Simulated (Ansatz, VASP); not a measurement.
**One calculation of Al, two programs**

The input INCAR:

```
PREC = Accurate
ENCUT = 520
EDIFF = 1E-6
ISMEAR = 0
SIGMA = 0.15
LREAL = F
LASPH = T
NELM = 60
ALGO = Normal
ISIF = 2
LWAVE = F
LCHARG = F
GGA = PS
NBANDS = 8
```

File KPOINTS:

```
Automatic mesh
0
Gamma
  20 20 20
```

The input POSCAR:

```
Al
1.0
    0.0000000000      2.1049392000      2.1049392000
    2.1049392000      0.0000000000      2.1049392000
    2.1049392000      2.1049392000      0.0000000000
Al
1
Direct
    0.0000000000      0.0000000000      0.0000000000
```

Input for Ansatz:

```yaml
crystal:
  lattice:
    - [0.0, 2.1049392, 2.1049392]
    - [2.1049392, 0.0, 2.1049392]
    - [2.1049392, 2.1049392, 0.0]
  atoms:
    - { symbol: Al, position: [0.0, 0.0, 0.0] }
basis:
  ecutwfc: 420
kpoints:
  mp_grid: { grid: [20, 20, 20] }
hamiltonian:
  xc: pbesol
scf:
  occupations: { method: gaussian, width: 0.15 }
output:
  forces: true
  stress: true
  eigenvalues: true
```

Change from the starting cell: strain +0.040 along x and y, +0.040 along z, atoms carried along.

Alike in both runs: task single point; functional PBEsol; k mesh 20 × 20 × 20; occupations gaussian, width 0.15 eV; no spin polarisation.

```csv
,VASP,Ansatz
version,VASP 6.6.1,Ansatz 0.2.0
potentials or method,"VASP PAW PBE potentials, release 64 (Al)","scalar-relativistic, plane waves, PAW"
plane-wave cutoff (eV),520,420
valence electrons in the cell,3,3
```

```tsv
	VASP	Ansatz	Ansatz less VASP
gap on the k mesh at the Fermi level (eV)	none	none	-
pressure (GPa)	-8.3	-8.3	-0.03
```

A gap of «none» marks a metal or a gap that the smearing closes. The functional is the same, so the differences come from potentials, cutoffs and numerics.

Caveats: the PAW data sets were made with another functional, which shifts forces and pressure a little (VASP).
